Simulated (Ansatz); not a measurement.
Reaction (formal exchange of groups at a C–S bond): `SCOBCl` + `FC(F)F` → `FC(F)(F)COBCl` + H₂S

Calculated with Ansatz (gas phase, PBE0-D4/def2-TZVP geometries, no zero-point term in ΔE). CCSD(T)/CBS adds triple-zeta CCSD(T) − MP2 to the extrapolated MP2 energy (def2 sets, frozen cores). This one scheme is used for every species. DFT in def2-TZVPP. B3LYP here is the variant with VWN-RPA as its local correlation; programs differ in this. One conformer a species, not always the lowest.

Task: Is it downhill or uphill in electronic energy at CCSD(T)/CBS, and by how much? (Estimate.)

Result: Computed: Downhill: ΔE = -23.1 kJ/mol.

Task: What do these levels give: PBE-D4, r2SCAN-D4, PBE0-D4, ωB97X-V, r2SCAN, B3LYP, MP2/def2-TZVPP, CCSD/def2-TZVPP, CCSD(T)/def2-TZVPP, MP2/def2-QZVPP, HF/CBS(def2), CCSD/CBS(def2)? (Best estimate.)

Result: Computed: PBE-D4 -15.0, r2SCAN-D4 -23.8, PBE0-D4 -19.7, ωB97X-V -25.4, r2SCAN -23.3, B3LYP -17.6, MP2/def2-TZVPP -18.5, CCSD/def2-TZVPP -25.8, CCSD(T)/def2-TZVPP -24.1, MP2/def2-QZVPP -17.9, HF/CBS(def2) -27.0, CCSD/CBS(def2) -24.8 kJ/mol.

Largest T1 diagnostic among the species: 0.013.

From PBE to PBE0 (25 % exact exchange), in def2-TZVPP and without D4, ΔE moves by −4.8 kJ/mol.
